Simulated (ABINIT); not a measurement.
# Au: single point with PBEsol

The system is Au.

```xyz
1
Lattice="0.0595 2.0328 2.0239 2.0628 0.0301 2.0533 2.0741 2.0734 0.0189" Properties=species:S:1:pos:R:3 pbc="T T T"
Au    0.0297    0.0344   -0.0121
```

The cell isn't the ideal one: cell strained at random at fixed volume.

```json
{"Program": "ABINIT 10.8.3 (patched build)", "Task": "single point", "Functional": "PBEsol", "Potentials or basis": "PseudoDojo NC SR PBEsol v0.4.1 standard", "Cutoff": "1034 eV", "k mesh": "11 × 11 × 11", "Occupations": "fermi-dirac, width 0.05 eV", "Spin": "no spin polarisation"}
```

The pressure is 1.4 GPa. The band gap on the k mesh is none (metal or under the smearing width). The valence electrons inside the program's atomic spheres are Au 15.57 (radii [1.0584] Å).

Stress tensor (GPa, compression positive):
```
 1.56 -1.97 -1.44
-1.97  1.40  0.23
-1.44  0.23  1.37
```

Levels at points of the mesh, in eV from the Fermi level:
| k point | band 7 | band 8 | band 9 | band 10 | band 11 | band 12 | band 13 | band 14 |
| --- | --- | --- | --- | --- | --- | --- | --- | --- |
| (0.00, 0.00, 0.00) | -4.76 | -4.51 | -3.17 | -3.12 | 14.39 | 17.85 | 18.44 | 19.22 |

Run time: 4.9 min on 1 thread of Arm Neoverse V1, on a shared host, peak memory 0.24 GiB.

The run has no spin-orbit coupling, so splittings on Au are missing.
